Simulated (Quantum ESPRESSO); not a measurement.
# GaN (F-43m) in Quantum ESPRESSO: notebook, part 3 of 3

Quantum ESPRESSO 7.5. Earlier steps stand in the parts before.

## (4) Phonons and Raman activities, PBE

File pw.in:

```
&CONTROL
  calculation = 'scf'
  prefix = 'pwscf'
  outdir = './tmp'
  pseudo_dir = './pseudo'
  tprnfor = .true.
  tstress = .true.
  disk_io = 'low'
/
&SYSTEM
  ibrav = 0
  A = 3.18693112
  nat = 2
  ntyp = 2
  ecutwfc = 56
  ecutrho = 448
  nbnd = 19
  occupations = 'smearing'
  smearing = 'fd'
  degauss = 0.00367493
/
&ELECTRONS
  conv_thr = 4d-10
  electron_maxstep = 120
  mixing_beta = 0.5
/
ATOMIC_SPECIES
Ga    69.7230 ga_pbe_v1.4.uspp.F.UPF
N     14.0070 n_pbe_v1.2.uspp.F.UPF
CELL_PARAMETERS alat
   0.0000000000    0.7071067816    0.7071067816
   0.7071067816    0.0000000000    0.7071067816
   0.7071067816    0.7071067816    0.0000000000
ATOMIC_POSITIONS alat
Ga     0.0000000000    0.0000000000    0.0000000000
N      0.3535533908    0.3535533908    0.3535533908
K_POINTS automatic
4 4 4 1 1 1
```

File relax.in:

```
&CONTROL
  calculation = 'vc-relax'
  prefix = 'pwscf'
  outdir = './tmp'
  pseudo_dir = './pseudo'
  tprnfor = .true.
  tstress = .true.
  disk_io = 'low'
  nstep = 40
  forc_conv_thr = 0.0001
  etot_conv_thr = 1d-06
/
&SYSTEM
  ibrav = 0
  A = 3.18693112
  nat = 2
  ntyp = 2
  ecutwfc = 56
  ecutrho = 448
  nbnd = 19
  occupations = 'smearing'
  smearing = 'fd'
  degauss = 0.00367493
/
&ELECTRONS
  conv_thr = 4d-10
  electron_maxstep = 120
  mixing_beta = 0.5
/
&IONS
  ion_dynamics = 'bfgs'
/
&CELL
  cell_dynamics = 'bfgs'
  press = 0
  press_conv_thr = 0.2
/
ATOMIC_SPECIES
Ga    69.7230 ga_pbe_v1.4.uspp.F.UPF
N     14.0070 n_pbe_v1.2.uspp.F.UPF
CELL_PARAMETERS alat
   0.0000000000    0.7071067816    0.7071067816
   0.7071067816    0.0000000000    0.7071067816
   0.7071067816    0.7071067816    0.0000000000
ATOMIC_POSITIONS alat
Ga     0.0000000000    0.0000000000    0.0000000000
N      0.3535533908    0.3535533908    0.3535533908
K_POINTS automatic
4 4 4 1 1 1
```

File scf2.in:

```
&CONTROL
  calculation = 'scf'
  prefix = 'pwscf'
  outdir = './tmp'
  pseudo_dir = './pseudo'
  tprnfor = .true.
  tstress = .true.
  disk_io = 'low'
/
&SYSTEM
  ibrav = 0
  A = 3.21793761
  nat = 2
  ntyp = 2
  ecutwfc = 56
  ecutrho = 448
  nbnd = 19
  occupations = 'fixed'
/
&ELECTRONS
  conv_thr = 1d-13
  electron_maxstep = 120
  mixing_beta = 0.5
  startingpot = 'file'
  startingwfc = 'file'
/
ATOMIC_SPECIES
Ga    69.7230 ga_pbe_v1.4.uspp.F.UPF
N     14.0070 n_pbe_v1.2.uspp.F.UPF
CELL_PARAMETERS alat
   0.0000000000    0.7071067803    0.7071067803
   0.7071067803    0.0000000000    0.7071067803
   0.7071067803    0.7071067803    0.0000000000
ATOMIC_POSITIONS alat
Ga     0.0000000000    0.0000000000    0.0000000000
N      0.3535533901    0.3535533901    0.3535533901
K_POINTS automatic
4 4 4 1 1 1
```

File ph.in:

```
raman of GaN
&INPUTPH
  prefix = 'pwscf'
  outdir = './tmp'
  tr2_ph = 1d-18
  fildyn = 'dyn'
  niter_ph = 90
  alpha_mix(1) = 0.7
  epsil = .true.
/
0.0000000000 0.0000000000 0.0000000000
```

File dynmat.in:

```
&INPUT
  fildyn = 'dyn'
  asr = 'crystal'
  lperm = .true.
  filout = 'dynmat.disp'
  fileig = 'dynmat.eig'
/
```

File dynmat_lo.in:

```
&INPUT
  fildyn = 'dyn'
  asr = 'crystal'
  filout = 'dynmat_lo.disp'
  fileig = 'dynmat_lo.eig'
  q(1) = 0
  q(2) = 0
  q(3) = 1
/
```

File scf_1x+.in:

```
&CONTROL
  calculation = 'scf'
  prefix = 'pwscf'
  outdir = './tmp'
  pseudo_dir = './pseudo'
  tprnfor = .true.
  disk_io = 'low'
/
&SYSTEM
  ibrav = 0
  A = 3.21793761
  nat = 2
  ntyp = 2
  ecutwfc = 56
  ecutrho = 448
  nbnd = 19
  occupations = 'fixed'
/
&ELECTRONS
  conv_thr = 1d-12
  electron_maxstep = 120
  mixing_beta = 0.5
/
ATOMIC_SPECIES
Ga    69.7230 ga_pbe_v1.4.uspp.F.UPF
N     14.0070 n_pbe_v1.2.uspp.F.UPF
CELL_PARAMETERS alat
   0.0000000000    0.7071067803    0.7071067803
   0.7071067803    0.0000000000    0.7071067803
   0.7071067803    0.7071067803    0.0000000000
ATOMIC_POSITIONS alat
Ga     0.0046613706    0.0000000000    0.0000000000
N      0.3535533901    0.3535533901    0.3535533901
K_POINTS automatic
4 4 4 1 1 1
```

File eps_1x+.in:

```
dielectric tensor, atom 1 moved
&INPUTPH
  prefix = 'pwscf'
  outdir = './tmp'
  tr2_ph = 1d-16
  epsil = .true.
  trans = .false.
  zeu = .false.
/
0.0 0.0 0.0
```

File scf_1x-.in:

```
&CONTROL
  calculation = 'scf'
  prefix = 'pwscf'
  outdir = './tmp'
  pseudo_dir = './pseudo'
  tprnfor = .true.
  disk_io = 'low'
/
&SYSTEM
  ibrav = 0
  A = 3.21793761
  nat = 2
  ntyp = 2
  ecutwfc = 56
  ecutrho = 448
  nbnd = 19
  occupations = 'fixed'
/
&ELECTRONS
  conv_thr = 1d-12
  electron_maxstep = 120
  mixing_beta = 0.5
/
ATOMIC_SPECIES
Ga    69.7230 ga_pbe_v1.4.uspp.F.UPF
N     14.0070 n_pbe_v1.2.uspp.F.UPF
CELL_PARAMETERS alat
   0.0000000000    0.7071067803    0.7071067803
   0.7071067803    0.0000000000    0.7071067803
   0.7071067803    0.7071067803    0.0000000000
ATOMIC_POSITIONS alat
Ga    -0.0046613706    0.0000000000    0.0000000000
N      0.3535533901    0.3535533901    0.3535533901
K_POINTS automatic
4 4 4 1 1 1
```

File eps_1x-.in:

```
dielectric tensor, atom 1 moved
&INPUTPH
  prefix = 'pwscf'
  outdir = './tmp'
  tr2_ph = 1d-16
  epsil = .true.
  trans = .false.
  zeu = .false.
/
0.0 0.0 0.0
```

Potentials or basis: GBRV 1.5 PBE.

The run is started by

```bash
OMP_NUM_THREADS=1 mpirun -n 4 pw.x -nk 2 -in pw.in > pw.out
OMP_NUM_THREADS=1 mpirun -n 4 pw.x -nk 2 -in relax.in > relax.out
OMP_NUM_THREADS=1 mpirun -n 4 pw.x -nk 2 -in scf2.in > scf2.out
OMP_NUM_THREADS=1 mpirun -n 4 ph.x -nk 2 -in ph.in > ph.out
OMP_NUM_THREADS=1 mpirun -n 1 dynmat.x -in dynmat.in > dynmat.out
OMP_NUM_THREADS=1 mpirun -n 1 dynmat.x -in dynmat_lo.in > dynmat_lo.out
OMP_NUM_THREADS=1 mpirun -n 4 pw.x -nk 2 -in scf_1x+.in > scf_1x+.out
OMP_NUM_THREADS=1 mpirun -n 4 ph.x -nk 2 -in eps_1x+.in > eps_1x+.out
OMP_NUM_THREADS=1 mpirun -n 4 pw.x -nk 2 -in scf_1x-.in > scf_1x-.out
OMP_NUM_THREADS=1 mpirun -n 4 ph.x -nk 2 -in eps_1x-.in > eps_1x-.out
OMP_NUM_THREADS=1 mpirun -n 4 pw.x -nk 2 -in scf_1y+.in > scf_1y+.out
OMP_NUM_THREADS=1 mpirun -n 4 ph.x -nk 2 -in eps_1y+.in > eps_1y+.out
OMP_NUM_THREADS=1 mpirun -n 4 pw.x -nk 2 -in scf_1y-.in > scf_1y-.out
OMP_NUM_THREADS=1 mpirun -n 4 ph.x -nk 2 -in eps_1y-.in > eps_1y-.out
OMP_NUM_THREADS=1 mpirun -n 4 pw.x -nk 2 -in scf_1z+.in > scf_1z+.out
OMP_NUM_THREADS=1 mpirun -n 4 ph.x -nk 2 -in eps_1z+.in > eps_1z+.out
OMP_NUM_THREADS=1 mpirun -n 4 pw.x -nk 2 -in scf_1z-.in > scf_1z-.out
OMP_NUM_THREADS=1 mpirun -n 4 ph.x -nk 2 -in eps_1z-.in > eps_1z-.out
```

pw.out:

```text
This program is part of the open-source Quantum ESPRESSO suite
     for quantum simulation of materials; please cite
         "P. Giannozzi et al., J. Phys.:Condens. Matter 21 395502 (2009);
         "P. Giannozzi et al., J. Phys.:Condens. Matter 29 465901 (2017);
         "P. Giannozzi et al., J. Chem. Phys. 152 154105 (2020);
     in publications or presentations arising from this work. More details at

     Message from routine setup:
     using ibrav=0 with symmetry is DISCOURAGED, use correct ibrav instead

     K-points division:     npool     =       2
     Subspace diagonalization in iterative solution of the eigenvalue problem:
     a serial algorithm will be used

     --------------------
     sticks:   dense  smooth     PW     G-vecs:    dense   smooth      PW
     Min         561     279     84                12346     4399     735
     Max         562     280     85                12347     4402     736
     Sum        1123     559    169                24693     8801    1471

     Using Slab Decomposition

     bravais-lattice index     =            0
     lattice parameter (alat)  =       6.0224  a.u.
     unit-cell volume          =     154.4542 (a.u.)^3
     number of atoms/cell      =            2
     number of atomic types    =            2
     number of electrons       =        24.00
     number of Kohn-Sham states=           19
     kinetic-energy cutoff     =      56.0000  Ry
     charge density cutoff     =     448.0000  Ry
     scf convergence threshold =      4.0E-10
     mixing beta               =       0.5000
     number of iterations used =            8  plain     mixing
[... 153 lines left out ...]

          k = 0.2652 0.2652-0.0884 (  1094 PWs)   bands (ev):

   -81.8731 -81.8725 -81.8723  -4.3585  -2.5032  -2.4984  -2.2799  -2.2684
    -1.8937   6.2389   9.0866  10.2588  15.8765  19.3032  20.7611  21.8214
    26.5543  27.6880  30.1236

          k =-0.2652-0.2652 0.4419 (  1097 PWs)   bands (ev):
[... 19 lines left out ...]
   -81.8733 -81.8730 -81.8727  -4.0236  -2.4582  -2.3917  -2.2926  -2.2331
    -0.4862   4.9731   6.9757   8.2068  16.5837  18.7655  21.1325  22.8985
    25.5296  30.6007  33.9583

          k = 0.0884-0.2652 0.4419 (  1090 PWs)   bands (ev):

   -81.8733 -81.8727 -81.8725  -4.1342  -2.4780  -2.4331  -2.3136  -2.2316
    -1.1699   5.1906   7.9938   9.3083  16.9734  18.3533  20.4677  22.6331
    25.9850  30.0016  31.9093

          k =-0.6187 0.0884 0.0884 (  1098 PWs)   bands (ev):

   -81.8734 -81.8728 -81.8727  -4.0225  -2.4816  -2.3201  -2.3103  -2.2003
    -0.6936   4.9867   7.6288   8.3481  14.9147  17.9731  22.1525  24.2859
    24.4662  33.1500  33.9696

          k = 0.2652 0.2652 0.2652 (  1095 PWs)   bands (ev):
[... 7 lines left out ...]
   -81.8733 -81.8729 -81.8725  -4.0689  -2.4833  -2.3991  -2.2946  -2.2466
    -0.6836   4.6844   7.1790   9.2540  17.0008  18.3123  21.0705  22.6630
    26.3840  29.3068  32.3774

     the Fermi energy is    12.5616 ev

!    total energy              =    -435.55007051 Ry
     estimated scf accuracy    <          1.1E-10 Ry
     smearing contrib. (-TS)   =      -0.00000000 Ry
     internal energy E=F+TS    =    -435.55007051 Ry

     The total energy is F=E-TS. E is the sum of the following terms:
     one-electron contribution =    -337.19622735 Ry
     hartree contribution      =     181.40811335 Ry
     xc contribution           =     -54.08095851 Ry
     ewald contribution        =    -225.68099800 Ry

     convergence has been achieved in  10 iterations

     Forces acting on atoms (cartesian axes, Ry/au):

     atom    1 type  1   force =     0.00000000   -0.00000000   -0.00000000
     atom    2 type  2   force =    -0.00000000    0.00000000    0.00000000

     Total force =     0.000000     Total SCF correction =     0.000000

     Computing stress (Cartesian axis) and pressure

          total   stress  (Ry/bohr**3)                   (kbar)     P=       53.70
   0.00036508   0.00000000   0.00000000           53.70        0.00        0.00
   0.00000000   0.00036508   0.00000000            0.00       53.70        0.00
   0.00000000   0.00000000   0.00036508            0.00        0.00       53.70

=------------------------------------------------------------------------------=
   JOB DONE.
=------------------------------------------------------------------------------=
```

relax.out:

```text
This program is part of the open-source Quantum ESPRESSO suite
     for quantum simulation of materials; please cite
         "P. Giannozzi et al., J. Phys.:Condens. Matter 21 395502 (2009);
         "P. Giannozzi et al., J. Phys.:Condens. Matter 29 465901 (2017);
         "P. Giannozzi et al., J. Chem. Phys. 152 154105 (2020);
[... 1056 lines left out ...]
   0.00000000   0.00000013   0.00000000            0.00        0.02        0.00
   0.00000000   0.00000000   0.00000013            0.00        0.00        0.02

=------------------------------------------------------------------------------=
   JOB DONE.
=------------------------------------------------------------------------------=
```

scf2.out:

```text
This program is part of the open-source Quantum ESPRESSO suite
     for quantum simulation of materials; please cite
         "P. Giannozzi et al., J. Phys.:Condens. Matter 21 395502 (2009);
         "P. Giannozzi et al., J. Phys.:Condens. Matter 29 465901 (2017);
         "P. Giannozzi et al., J. Chem. Phys. 152 154105 (2020);
[... 203 lines left out ...]
   0.00000000   0.00000009  -0.00000000            0.00        0.01       -0.00
   0.00000000  -0.00000000   0.00000009            0.00       -0.00        0.01

=------------------------------------------------------------------------------=
   JOB DONE.
=------------------------------------------------------------------------------=
```

Wall time 7.3 min (4 MPI ranks of Arm Neoverse V1, shared host); peak memory 0.36 GiB.

Results:

```
Free energy                                             : -5925.9722 eV
Relaxed volume                                          : 11.78 Å³/atom
Relaxed cell                                            : a = 3.218 Å, b = 3.218 Å, c = 3.218 Å, α = 60.00°, β = 60.00°, γ = 60.00°
Space group after relaxing (to 0.05 Å)                  : F-43m (No. 216)
Pressure after relaxing                                 : 0.0 GPa
Electronic dielectric tensor (diagonal)                 : 6.09
Born charges (mean of the diagonal)                     : Ga +2.69; N -2.70 e
Highest phonon frequency at Γ, LO-TO splitting left out : 516 cm⁻¹
Static dielectric tensor (diagonal)                     : 10.98
```

Step by step:
```csv
step,energy change (eV),largest force (eV/Å),pressure (GPa),volume (Å³)
1,0.0000,0.0000,5.37,22.89
2,-0.0109,0.0000,0.28,23.52
3,-0.0109,0.0000,0.04,23.56
4,-0.0109,0.0000,-0.01,23.56
```

Final structure:
```xyz
2
Lattice="0.0000 2.2754 2.2754 2.2754 0.0000 2.2754 2.2754 2.2754 0.0000" Properties=species:S:1:pos:R:3 pbc="T T T"
Ga    0.0000    0.0000    0.0000
N     1.1377    1.1377    1.1377
```

Phonon frequencies in cm⁻¹ (negative: imaginary):
| q point | frequencies |
| --- | --- |
| (0.000, 0.000, 0.000) | 2 2 2 516 516 516 |

Electronic dielectric tensor:
```
6.09 0.00 0.00
0.00 6.09 0.00
0.00 0.00 6.09
```

Born effective charge tensors (e):
atom 1, Ga
```
2.69 0.00 0.00
0.00 2.69 0.00
0.00 0.00 2.69
```
atom 2, N
```
-2.70  0.00  0.00
 0.00 -2.70  0.00
 0.00  0.00 -2.70
```

Optical modes at Γ, degenerate ones joined, polar ones without the macroscopic field:
```csv
cm⁻¹,components,symmetry,active in,"IR intensity, summed ((D/Å)²/amu)"
516,3,T2,IR and Raman,43.10
```

Zone-centre frequencies without and with the macroscopic field along z (cm⁻¹):
```csv
,optical modes in rising order
without,516 516 516
with the field,516 516 692
```

Static dielectric tensor, electrons and zone-centre modes:
```
10.98  0.00  0.00
 0.00 10.98  0.00
 0.00  0.00 10.98
```

Non-resonant Raman activities from finite differences of the dielectric tensor, degenerate modes summed:
```tsv
cm⁻¹	modes	symmetry	activity (Å⁴/amu)
516	3	T2	46.5
```

Volume times the derivative of the susceptibility by an atom's move (Å²), components over 0.05:
| atom | move | component | value |
| --- | --- | --- | --- |
| 1 Ga | x | yz | -2.93 |
| 1 Ga | y | xz | -2.93 |
| 1 Ga | z | xy | -2.93 |
| 2 N | x | yz | 2.93 |
| 2 N | y | xz | 2.93 |
| 2 N | z | xy | 2.93 |

Caveat: the k mesh is coarse (spacing up to 0.60 Å⁻¹), so the values aren't converged.

## (5) Overview

```csv
task,level,potentials or basis,cell,k mesh,form of the LDA correlation,mesh quality,pressure (GPa)
dielectric tensor,PBE,GBRV 1.5 PBE,as given,"12 × 12 × 12, shifted",-,not flagged,5.3
phonons and Raman activities,LDA,GBRV 1.5 LDA,relaxed,"4 × 4 × 4, shifted",PZ81,coarse,0.0
phonons and Raman activities,PBE,GBRV 1.5 PBE,relaxed,"4 × 4 × 4, shifted",-,coarse,0.0
```

Alike in all rows: no spin polarisation; cutoff (eV) 762; smearing fermi-dirac 0.05 eV.

Caveats: some runs use coarse meshes; the cell is more than 3 GPa from zero pressure, which shifts response properties (some runs).

Absolute energies hang on the potentials; compare differences alone.
